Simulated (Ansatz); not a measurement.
Computed with DFT PBE, scalar-relativistic, plane waves, PAW (Ansatz).

Structure of HfO₂:

```xyz
6
Lattice="3.6043 0.0000 0.0000 0.0000 3.6043 0.0000 0.0000 0.0000 5.2640" Properties=species:S:1:pos:R:3 pbc="T T T"
Hf    1.8022    1.8022    2.6320
Hf    0.0000    0.0000    0.0000
O     0.0000    1.8022    3.6493
O     1.8022    0.0000    4.2467
O     1.8022    0.0000    1.6147
O     0.0000    1.8022    1.0173
```

Cutoff 420 eV; k points 6×6×4 on the computed 6-atom cell (Γ-centred); Gaussian smearing, width 0.02 eV; no spin polarisation.

Levels along Γ–X–M–Γ–Z–R–A–Z | X–R | M–A, in eV from a zero inside the gap, sorted by energy at each point. Points in fractions of the primitive reciprocal vectors: Γ (0.000 0.000 0.000), X (0.000 0.500 0.000), M (0.500 0.500 0.000), Z (0.000 0.000 0.500), R (0.000 0.500 0.500), A (0.500 0.500 0.500).
| point | k (1/Å, with 2π) | band 35 | band 36 | band 37 | band 38 | band 39 | band 40 | band 41 |
| --- | --- | --- | --- | --- | --- | --- | --- | --- |
| Γ | 0.000 | -3.11 | -2.49 | -2.40 | -2.40 | 2.33 | 2.35 | 3.50 |
| - | 0.436 | -3.30 | -3.10 | -2.66 | -2.41 | 2.75 | 3.12 | 3.27 |
| X | 0.872 | -3.69 | -3.69 | -2.50 | -2.50 | 2.71 | 2.71 | 3.68 |
| - | 1.307 | -3.03 | -3.03 | -2.62 | -2.62 | 3.15 | 3.15 | 3.41 |
| M | 1.743 | -3.07 | -3.07 | -2.96 | -2.96 | 3.40 | 3.40 | 3.65 |
| - | 2.360 | -3.30 | -2.73 | -2.53 | -2.38 | 3.20 | 3.22 | 3.39 |
| Γ | 2.976 | -3.11 | -2.49 | -2.40 | -2.40 | 2.33 | 2.35 | 3.50 |
| - | 3.274 | -3.31 | -3.31 | -2.37 | -2.37 | 2.52 | 2.64 | 3.45 |
| Z | 3.573 | -3.05 | -3.05 | -2.33 | -2.33 | 2.95 | 2.95 | 3.27 |
| - | 4.008 | -3.81 | -3.36 | -3.07 | -2.73 | 2.90 | 2.94 | 3.43 |
| R | 4.444 | -3.70 | -3.70 | -3.22 | -3.22 | 2.83 | 2.83 | 3.22 |
| - | 4.880 | -3.42 | -3.42 | -3.01 | -3.01 | 3.22 | 3.22 | 3.51 |
| A | 5.316 | -3.79 | -3.79 | -2.41 | -2.41 | 3.48 | 3.48 | 3.90 |
| - | 5.932 | -3.54 | -3.54 | -2.87 | -2.87 | 3.08 | 3.08 | 3.60 |
| Z | 6.549 | -3.05 | -3.05 | -2.33 | -2.33 | 2.95 | 2.95 | 3.27 |
| X | 6.549 | -3.69 | -3.69 | -2.50 | -2.50 | 2.71 | 2.71 | 3.68 |
| - | 6.847 | -3.89 | -3.89 | -2.85 | -2.85 | 2.77 | 2.77 | 3.45 |
| R | 7.145 | -3.70 | -3.70 | -3.22 | -3.22 | 2.83 | 2.83 | 3.22 |
| M | 7.145 | -3.07 | -3.07 | -2.96 | -2.96 | 3.40 | 3.40 | 3.65 |
| - | 7.444 | -3.42 | -3.42 | -2.59 | -2.59 | 3.45 | 3.45 | 3.77 |
| A | 7.742 | -3.79 | -3.79 | -2.41 | -2.41 | 3.48 | 3.48 | 3.90 |

Spin-orbit coupling is left out, which matters for the bands of heavy elements.

This form isn't the usual stable structure of the compound.